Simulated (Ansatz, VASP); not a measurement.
## One calculation of Al, two programs

INCAR

```
PREC = Accurate
ENCUT = 520
EDIFF = 1E-7
ISMEAR = -1
SIGMA = 0.08
LREAL = False
LASPH = True
NELM = 80
ALGO = Normal
ISIF = 2
LWAVE = False
LCHARG = False
GGA = PS
NBANDS = 8
```

File KPOINTS:

```
Automatic mesh
0
Gamma
  18 18 18
```

File POSCAR:

```
Al
1.0
    0.0000000000      1.9668070754      1.9668070754
    1.9668070754      0.0000000000      1.9668070754
    1.9668070754      1.9668070754      0.0000000000
Al
1
Direct
    0.0000000000      0.0000000000      0.0000000000
```

Input for Ansatz:

```yaml
crystal:
  lattice:
    - [0.0, 1.9668070754, 1.9668070754]
    - [1.9668070754, 0.0, 1.9668070754]
    - [1.9668070754, 1.9668070754, 0.0]
  atoms:
    - { symbol: Al, position: [0.0, 0.0, 0.0] }
kpoints:
  mp_grid: { grid: [18, 18, 18] }
scf:
  occupations: { method: fermi_dirac, width: 0.08 }
hamiltonian:
  xc: pbesol
  pseudopotentials: { kind: paw }
output:
  forces: true
  stress: true
  eigenvalues: true
  populations: true
  write_density: true
  write_potential: true
  elf: true
  volumetric_format: npy
```

Change from the starting cell: volume scaled by 0.94, PAW files.

Alike in both runs: task single point; functional PBEsol; k mesh 18 × 18 × 18; occupations fermi-dirac, width 0.08 eV; no spin polarisation.

```csv
,VASP,Ansatz
version,VASP 6.6.1,Ansatz 0.2.0
potentials or method,"VASP PAW PBE potentials, release 64 (Al)","PAW with Ansatz's default frozen-core files, scalar-relativistic"
plane-wave cutoff (eV),520,420
valence electrons in the cell,3,3
```

Ansatz gave:

* pressure (GPa): 5.8

Estimate VASP's values.

pressure (GPa): 5.9.

Caveats: the PAW data sets were made with another functional, which shifts forces and pressure a little (VASP).
